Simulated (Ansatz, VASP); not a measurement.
# Cross-check of W (random alloy of the bcc Mo-W line, x = 1) between VASP and Ansatz, part 2 of 2

Aim: how closely do two programs agree when they are given the same cell, functional and k mesh? Of the first pair: The structure shown is the start of the Ansatz relaxation below; VASP solves that cell, so the two are compared at the walk's first step.

VASP 6.6.1 and Ansatz 0.2.0.

So far. Step 3 (VASP: single point, PBE, start cell, pair 1): The run ends at a pressure of -3.88 GPa, with forces up to 1.1 eV/Å.

## Step 5: Ansatz: relaxation, PBE

Level of this step: Ansatz beside VASP: Kohn-Sham DFT, plane waves, PBE (Ansatz).

This run makes the geometry at which the two programs are then compared. The cell compared in this pair holds 870.45 Å³, against 872.35 Å³ for the pair before.

The structure compared here is the end of the Ansatz relaxation.

Contents of input.yaml:

```yaml
crystal:
  lattice:
    - [9.555, 0.0, 0.0]
    - [0.0, 9.555, 0.0]
    - [0.0, 0.0, 9.555]
  atoms:
    - { symbol: W, position: [0.0034, 0.99872, 0.99889] }
    - { symbol: W, position: [0.16442, 0.16848, 0.16185] }
    - { symbol: W, position: [0.00365, 0.99841, 0.334] }
    - { symbol: W, position: [0.16614, 0.16973, 0.49569] }
    - { symbol: W, position: [0.99933, 0.9992, 0.66904] }
    - { symbol: W, position: [0.16436, 0.16631, 0.8315] }
    - { symbol: W, position: [9.0e-05, 0.33455, 0.9977] }
    - { symbol: W, position: [0.16906, 0.50189, 0.16772] }
    - { symbol: W, position: [0.00189, 0.3319, 0.33308] }
    - { symbol: W, position: [0.16471, 0.49944, 0.50111] }
    - { symbol: W, position: [0.99855, 0.3325, 0.66523] }
    - { symbol: W, position: [0.1649, 0.49859, 0.83331] }
    - { symbol: W, position: [0.99766, 0.66716, 0.00347] }
    - { symbol: W, position: [0.16822, 0.83293, 0.16481] }
    - { symbol: W, position: [0.99844, 0.67021, 0.33344] }
    - { symbol: W, position: [0.16533, 0.83373, 0.5044] }
    - { symbol: W, position: [0.00025, 0.66796, 0.66729] }
    - { symbol: W, position: [0.16593, 0.83094, 0.8326] }
    - { symbol: W, position: [0.3329, 0.00123, 0.00176] }
    - { symbol: W, position: [0.50195, 0.16726, 0.16852] }
    - { symbol: W, position: [0.33175, 0.00262, 0.33441] }
    - { symbol: W, position: [0.49938, 0.16769, 0.49984] }
    - { symbol: W, position: [0.3357, 0.00318, 0.67124] }
    - { symbol: W, position: [0.49708, 0.16364, 0.83228] }
    - { symbol: W, position: [0.33367, 0.33517, 0.00066] }
    - { symbol: W, position: [0.49577, 0.49936, 0.1684] }
    - { symbol: W, position: [0.33381, 0.33493, 0.33287] }
    - { symbol: W, position: [0.49958, 0.50039, 0.50086] }
    - { symbol: W, position: [0.33375, 0.33358, 0.66526] }
    - { symbol: W, position: [0.50079, 0.50025, 0.8357] }
    - { symbol: W, position: [0.33584, 0.66705, 0.99921] }
    - { symbol: W, position: [0.49866, 0.83422, 0.16683] }
    - { symbol: W, position: [0.33261, 0.66676, 0.33204] }
    - { symbol: W, position: [0.50146, 0.8324, 0.50256] }
    - { symbol: W, position: [0.33418, 0.66791, 0.66437] }
    - { symbol: W, position: [0.50035, 0.83488, 0.83134] }
    - { symbol: W, position: [0.66611, 7.0e-05, 0.99713] }
    - { symbol: W, position: [0.83399, 0.16844, 0.16487] }
    - { symbol: W, position: [0.6674, 0.99725, 0.33325] }
    - { symbol: W, position: [0.82995, 0.16901, 0.50086] }
    - { symbol: W, position: [0.66662, 0.99838, 0.66933] }
    - { symbol: W, position: [0.83745, 0.16278, 0.83592] }
    - { symbol: W, position: [0.67007, 0.33404, 0.99749] }
    - { symbol: W, position: [0.83514, 0.49962, 0.1654] }
    - { symbol: W, position: [0.66409, 0.33449, 0.33499] }
    - { symbol: W, position: [0.83203, 0.50109, 0.4976] }
    - { symbol: W, position: [0.66835, 0.33343, 0.66628] }
    - { symbol: W, position: [0.83312, 0.50182, 0.8349] }
    - { symbol: W, position: [0.66777, 0.66695, 0.00016] }
    - { symbol: W, position: [0.83463, 0.83382, 0.1681] }
    - { symbol: W, position: [0.66602, 0.66157, 0.33551] }
    - { symbol: W, position: [0.83791, 0.83426, 0.49979] }
    - { symbol: W, position: [0.66638, 0.66642, 0.6667] }
    - { symbol: W, position: [0.83098, 0.83225, 0.83125] }
kpoints:
  mp_grid: { grid: [2, 2, 2] }
hamiltonian:
  xc: pbe
scf:
  occupations: { method: fermi_dirac, width: 0.1 }
output:
  forces: true
relax:
  f_tol: 0.04
  max_steps: 150
  cell: {}
```

Run with:

```
$ ansatz run input.yaml --threads 6 --pin off --max-ram 102400MiB --backend cuda --events-out ev --progress --plain --runs-dir out
```

Numbers of over 12 decimals in the logs are rounded to 6 here.

The log of the run:

```text
[...]
GPU FFT provider: cuFFT
GPU libraries: cuBLAS 13.8.2, cuFFT 12.4.0, cuSOLVER 12.3.4
Crystal: 54 atoms, lattice volume = 872.353 Å³
Basis set: ecut = 420 eV, 17071 PW (Γ), exchange–correlation on 128×128×128 points (8 copies of the dense FFT grid, shifted against one another)
Bands: 454, of which v1, the nominal top of the filled ones, is band 378 counted from 1 (377 counted from 0)
Symmetry: 1 space group operations
[...]
k-points: 8
[...]
GPU buffer pool allocated for 262144 grid points (all kernels)
[...]
- { symbol: W, position: [6.503613009605247e-5, 1.000201, 0.333386] }
    - { symbol: W, position: [0.166733, 0.166867, 0.500052] }
    - { symbol: W, position: [1.000067, 1.000201, 0.666719] }
    - { symbol: W, position: [0.166732, 0.166867, 0.833385] }
    - { symbol: W, position: [6.652386585911101e-5, 0.333534, 1.000052] }
    - { symbol: W, position: [0.166733, 0.500201, 0.166719] }
[...]
- { symbol: W, position: [0.666732, 0.666866, 0.333385] }
    - { symbol: W, position: [0.833399, 0.833535, 0.500052] }
    - { symbol: W, position: [0.666734, 0.666868, 0.666718] }
    - { symbol: W, position: [0.833399, 0.833536, 0.833386] }
```

## Step 6: VASP: single point, PBE, relaxed cell, pair 2

The same cell, functional, mesh and smearing now go to VASP, with its own data sets.

Contents of INCAR:

```
SYSTEM = W
PREC = Accurate
ENCUT = 600
EDIFF = 1E-06
NELM = 120
ISMEAR = -1
SIGMA = 0.1
LREAL = Auto
ALGO = Normal
GGA = PE
NBANDS = 200
LASPH = .TRUE.
LORBIT = 11
LWAVE = .FALSE.
LCHARG = .FALSE.
ISIF = 2
GGA_COMPAT = .FALSE.
KPAR = 8
```

Contents of POSCAR:

```
W
1.0
    9.5480800000     -0.0000020000     -0.0000290000
   -0.0000020000      9.5479840000     -0.0000350000
   -0.0000290000     -0.0000350000      9.5480420000
W
54
Direct
    0.0000666667      0.0002009259      0.0000524074
    0.1667333333      0.1668675926      0.1667190741
    0.0000666667      0.0002009259      0.3333857407
    0.1667333333      0.1668675926      0.5000524074
    0.0000666667      0.0002009259      0.6667190741
    0.1667333333      0.1668675926      0.8333857407
    0.0000666667      0.3335342593      0.0000524074
    0.1667333333      0.5002009259      0.1667190741
    0.0000666667      0.3335342593      0.3333857407
    0.1667333333      0.5002009259      0.5000524074
    0.0000666667      0.3335342593      0.6667190741
    0.1667333333      0.5002009259      0.8333857407
    0.0000666667      0.6668675926      0.0000524074
    0.1667333333      0.8335342593      0.1667190741
    0.0000666667      0.6668675926      0.3333857407
    0.1667333333      0.8335342593      0.5000524074
    0.0000666667      0.6668675926      0.6667190741
    0.1667333333      0.8335342593      0.8333857407
    0.3334000000      0.0002009259      0.0000524074
    0.5000666667      0.1668675926      0.1667190741
    0.3334000000      0.0002009259      0.3333857407
    0.5000666667      0.1668675926      0.5000524074
    0.3334000000      0.0002009259      0.6667190741
    0.5000666667      0.1668675926      0.8333857407
    0.3334000000      0.3335342593      0.0000524074
    0.5000666667      0.5002009259      0.1667190741
    0.3334000000      0.3335342593      0.3333857407
    0.5000666667      0.5002009259      0.5000524074
    0.3334000000      0.3335342593      0.6667190741
    0.5000666667      0.5002009259      0.8333857407
    0.3334000000      0.6668675926      0.0000524074
    0.5000666667      0.8335342593      0.1667190741
    0.3334000000      0.6668675926      0.3333857407
    0.5000666667      0.8335342593      0.5000524074
    0.3334000000      0.6668675926      0.6667190741
    0.5000666667      0.8335342593      0.8333857407
    0.6667333333      0.0002009259      0.0000524074
    0.8334000000      0.1668675926      0.1667190741
    0.6667333333      0.0002009259      0.3333857407
    0.8334000000      0.1668675926      0.5000524074
    0.6667333333      0.0002009259      0.6667190741
    0.8334000000      0.1668675926      0.8333857407
    0.6667333333      0.3335342593      0.0000524074
    0.8334000000      0.5002009259      0.1667190741
    0.6667333333      0.3335342593      0.3333857407
    0.8334000000      0.5002009259      0.5000524074
    0.6667333333      0.3335342593      0.6667190741
    0.8334000000      0.5002009259      0.8333857407
    0.6667333333      0.6668675926      0.0000524074
    0.8334000000      0.8335342593      0.1667190741
    0.6667333333      0.6668675926      0.3333857407
    0.8334000000      0.8335342593      0.5000524074
    0.6667333333      0.6668675926      0.6667190741
    0.8334000000      0.8335342593      0.8333857407
```

Contents of KPOINTS:

```
Automatic mesh
0
Gamma
2 2 2
0 0 0
```

Potentials, in the order of the species: W (PBE family, release 64).

Run with:

```
$ mpirun -np 8 vasp_std
```

The log of the run:

```text
[banner, memory and clock lines left out]
running    8 mpi-ranks, on    1 nodes
[...]
[... a notice as in an earlier step ...]

 LDA part: xc-table for (Slater+PW92), standard interpolation
 POSCAR, INCAR and KPOINTS ok, starting setup
[...]
entering main loop
       N       E                     dE             d eps       ncg     rms          rms(c)
DAV:   1     0.152193226704E+04    0.15219E+04   -0.15439E+05  1600   0.164E+03
DAV:   2    -0.457719074273E+03   -0.19797E+04   -0.18657E+04  1744   0.401E+02
DAV:   3    -0.726267074845E+03   -0.26855E+03   -0.25610E+03  2424   0.899E+01
DAV:   4    -0.740177371838E+03   -0.13910E+02   -0.13495E+02  2152   0.219E+01
[...]
DAV:  10    -0.704172103594E+03    0.17588E-03   -0.10600E-03  2432   0.692E-02    0.131E-01
DAV:  11    -0.704172055395E+03    0.48199E-04   -0.44455E-05  2008   0.178E-02    0.249E-02
DAV:  12    -0.704172054423E+03    0.97185E-06   -0.45368E-06  1368   0.352E-03
   1 F= -.70417205E+03 E0= -.70382610E+03  d E =-.691919E+00
```

OUTCAR, selected parts (step 6):

```text
  Total      -18.5706094    -18.5702360    -18.5704616      0.0000078      0.0001361      0.0001128
  in kB      -34.1817809    -34.1810935    -34.1815088      0.0000143      0.0002506      0.0002076
  external PRESSURE =     -34.1814611 kB  Pullay stress =       0.0000000 kB

 POSITION                                       TOTAL-FORCE (eV/Angst)
 -----------------------------------------------------------------------------------
      0.00064      0.00192      0.00050         0.000000      0.000000      0.000000
      1.59198      1.59324      1.59183        -0.000000     -0.000000     -0.000000
      0.00063      0.00191      3.18318        -0.000000     -0.000000     -0.000000
      1.59197      1.59323      4.77451         0.000000      0.000000     -0.000000
      0.00062      0.00190      6.36586        -0.000000      0.000000     -0.000000
      1.59196      1.59322      7.95719        -0.000000      0.000000      0.000000
      0.00064      3.18458      0.00049         0.000000     -0.000000      0.000000
      1.59198      4.77590      1.59182         0.000000      0.000000     -0.000000
      0.00063      3.18457      3.18317        -0.000000      0.000000     -0.000000
      1.59197      4.77589      4.77450         0.000000      0.000000     -0.000000
      0.00062      3.18456      6.36585        -0.000000     -0.000000      0.000000
      1.59196      4.77588      7.95718         0.000000     -0.000000     -0.000000
      0.00064      6.36724      0.00048         0.000000      0.000000     -0.000000
      1.59198      7.95857      1.59181        -0.000000     -0.000000     -0.000000
[...]
-----------------------------------------------------------------------------------
    total drift:                               -0.000001     -0.000003     -0.000001

  FREE ENERGIE OF THE ION-ELECTRON SYSTEM (eV)
  ---------------------------------------------------
  free  energy   TOTEN  =      -704.1720544233 eV

  energy  without entropy=     -703.4801357231  energy(sigma->0) =     -703.82609507

[... 1 further part left out ...]
```

The run ends at a pressure of -3.42 GPa.

## Step 7: Differences

What differs besides the data sets and the points named for the pairs above, as far as they apply: the data sets hold 756 valence electrons in Ansatz (on its default PAW (the set named soft_2) files) and 324 in VASP; the cutoff is 420 eV in Ansatz and 600 eV in VASP (PREC = Accurate, projectors in real space). Total energies have different zeros and are not compared.

Compared:

| quantity | Ansatz | VASP | difference |
| --- | --- | --- | --- |
| pressure (GPa) | 0.00 | -3.42 | +3.42 |

## Step 8: Summary of results

| Property | Result |
| --- | --- |
| r.m.s. force difference (single point, PBE, start cell, pair 1) | 6.4 % of the r.m.s. force |
| difference in pressure (single point, PBE, relaxed cell, pair 2) | 3.4 GPa |

What this shows: The difference in pressure is 3.4 GPa (single point, PBE, relaxed cell, pair 2), beyond the 1 GPa picked in this series as the mark of a large difference. The data sets hold unlike numbers of valence electrons (756 in Ansatz and 324 in VASP), so part of the differences comes from the potentials. What causes the difference of the single point, PBE, start cell, pair 1 pair stays open here. What causes the difference of the single point, PBE, relaxed cell, pair 2 pair stays open here. Such differences can come from data sets, numerical settings and the points named under the comparisons, not from the functional's error against experiment.

[Lines on the potential files, build, host, timing and source positions are cut from VASP's logs without a mark.]

[Logs are printed without paths, hosts, clocks, repeated set-up lines and the standing remarks that a program may print on its own settings, such as how far it seeks lower states.]

[Hosts, paths, dates, database ids (printed as entryN), source tags and the programs' standing remarks are cut or masked in the printed files.]
